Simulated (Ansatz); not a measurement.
# Mn (fcc): energy against volume

Theory: Ansatz 0.2.0, DFT, RPBE, plane waves (420 eV) with PAW, scalar-relativistic. (PAW data from PBE, frozen cores regenerated.)

The cell is scaled uniformly from the relaxed one, with fractional coordinates and shape fixed. Energies are extrapolated to zero smearing, pressures are those at the given smearing. Magnetic state: spin not included. It is not the lowest magnetic state of this structure.

A Birch-Murnaghan fit gives V₀ = 10.96 Å³/atom, B₀ = 265 GPa, B₀′ = 4.4.

Task: What are the energy above the minimum and the pressure at 10.097 Å³/atom?

Result: 65.2 meV/atom and 26.47 GPa as computed.

Task: What are the energy above the minimum and the pressure at 10.536 Å³/atom?

Result: 14.6 meV/atom and 11.87 GPa as computed.

Task: What are the energy above the minimum and the pressure at 11.853 Å³/atom?

Result: 52.0 meV/atom and -16.89 GPa as computed.
